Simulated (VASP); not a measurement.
Input of a VASP 6.6.1 run:

The input INCAR:

```
SYSTEM = In2O3
ALGO = Fast
EDIFF = 1E-7
ENCUT = 520
GGA = PS
ICORELEVEL = 1
ISIF = 2
ISMEAR = 0
LASPH = .True.
LCHARG = .False.
LREAL = .False.
LWAVE = .False.
NELM = 80
PREC = Accurate
SIGMA = 0.02
```

KPOINTS

```
k-points
0
Gamma
  5 5 5
  0 0 0
```

POSCAR

```
In2O3
1.0
    2.7435000000      1.5839604635      4.8366666667
   -2.7435000000      1.5839604635      4.8366666667
    0.0000000000     -3.1679209270      4.8366666667
In O
4 6
Direct
    0.8573100000      0.8573100000      0.8573100000
    0.6426900000      0.6426900000      0.6426900000
    0.1426900000      0.1426900000      0.1426900000
    0.3573100000      0.3573100000      0.3573100000
    0.0480000000      0.7500000000      0.4520000000
    0.7500000000      0.4520000000      0.0480000000
    0.4520000000      0.0480000000      0.7500000000
    0.9520000000      0.2500000000      0.5480000000
    0.2500000000      0.5480000000      0.9520000000
    0.5480000000      0.9520000000      0.2500000000
```

Potentials or basis: VASP PAW PBE potentials, release 64 (In_d, O).

Command:

```bash
$ cat potpaw_PBE.64/In_d/POTCAR potpaw_PBE.64/O/POTCAR > POTCAR
$ mpirun -np 1 vasp_std > vasp.out
```

Task: What does it give for the band gap on the k mesh?

Result: 1.19 eV, indirect (least direct gap 1.24 eV).

Task: Estimate the largest force.

Result: 0.167 eV/Å.

Task: What does it give for the pressure?

Result: 2.6 GPa.

Forces on the atoms (eV/Å):
```
In   0.000  0.000 -0.059
In   0.000  0.000  0.059
In   0.000  0.000  0.059
In   0.000  0.000 -0.059
O   -0.084 -0.145  0.000
O   -0.084  0.145  0.000
O    0.167  0.000  0.000
O    0.084  0.145  0.000
O    0.084 -0.145  0.000
O   -0.167  0.000  0.000
```

Caveat: the PAW data sets were made with another functional, which shifts forces and pressure a little; spin-orbit coupling is left out, which moves the levels of the heavy elements; an odd mesh through Γ misses points on the zone boundary, where band edges often lie.

The gap isn't set beside the measured one, since this odd mesh misses points on the zone boundary.
